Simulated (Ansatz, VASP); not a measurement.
## Two plane-wave programs on KF

The input POSCAR:

```
KF
1.0
    1.0453715157      3.2854533351      3.2854533351
    3.2854533351      1.0453715157      3.2854533351
    3.2854533351      3.2854533351      1.0453715157
K F
1 1
Direct
    0.0000000000      0.0000000000      0.0000000000
    0.5000000000      0.5000000000      0.5000000000
```

Contents of INCAR.step1:

```
  PREC = Accurate
  ENCUT = 520
  ISMEAR = 0
  SIGMA = 0.05
  LREAL = F
  LASPH = T
  NELM = 100
  NBANDS = 15
  GGA = PE
  ALGO = Normal
  EDIFF = 1E-4
  LWAVE = T
  LCHARG = F
```

Contents of INCAR.step2:

```
  PREC = Accurate
  ENCUT = 520
  EDIFF = 1E-6
  ISMEAR = 0
  SIGMA = 0.05
  LREAL = F
  LASPH = T
  NELM = 100
  ALGO = Normal
  ISIF = 2
  LWAVE = F
  LCHARG = T
  METAGGA = R2SCAN
  LMIXTAU = T
  LELF = T
  LVHAR = T
  NBANDS = 15
  ISTART = 1
```

The input KPOINTS:

```
Automatic mesh
0
Gamma
  8 8 8
```

Input for Ansatz:

```yaml
crystal:
  lattice:
    - [1.0453715157, 3.2854533351, 3.2854533351]
    - [3.2854533351, 1.0453715157, 3.2854533351]
    - [3.2854533351, 3.2854533351, 1.0453715157]
  atoms:
    - { symbol: K, position: [0.0, 0.0, 0.0] }
    - { symbol: F, position: [0.5, 0.5, 0.5] }
basis:
  ecutwfc: 500
kpoints:
  mp_grid: { grid: [8, 8, 8] }
hamiltonian:
  xc: r2scan
scf:
  occupations: { method: gaussian, width: 0.05 }
output:
  forces: true
  stress: true
  eigenvalues: true
```

Alike in both runs: task single point; functional r2SCAN; k mesh 8 × 8 × 8; occupations gaussian, width 0.05 eV; no spin polarisation.

|  | VASP | Ansatz |
| --- | --- | --- |
| version | VASP 6.6.1 | Ansatz 0.2.0 |
| potentials or method | VASP PAW PBE potentials, release 64 (K_sv, F) | scalar-relativistic, plane waves, PAW |
| plane-wave cutoff (eV) | 520 | 500 |
| valence electrons in the cell | 16 | 16 |

VASP gave:

```
gap on the k mesh at the Fermi level (eV)       : 4.31
least direct gap on the mesh (eV)               : 4.31
pressure (GPa)                                  : -3.6
largest component of the traceless stress (GPa) : 12.12
```

Question: Estimate Ansatz's values.

Answer: gap on the k mesh at the Fermi level (eV): 4.31; least direct gap on the mesh (eV): 4.31; pressure (GPa): -3.5; largest component of the traceless stress (GPa): 12.13.

With one functional, cell and mesh, what is left measures potentials, basis and numerics.

Caveats: the PAW data sets were made with another functional, which shifts forces and pressure a little (VASP). A k mesh can miss the band edges. r2SCAN opens gaps a little over a GGA but as a rule still falls short of measured ones.
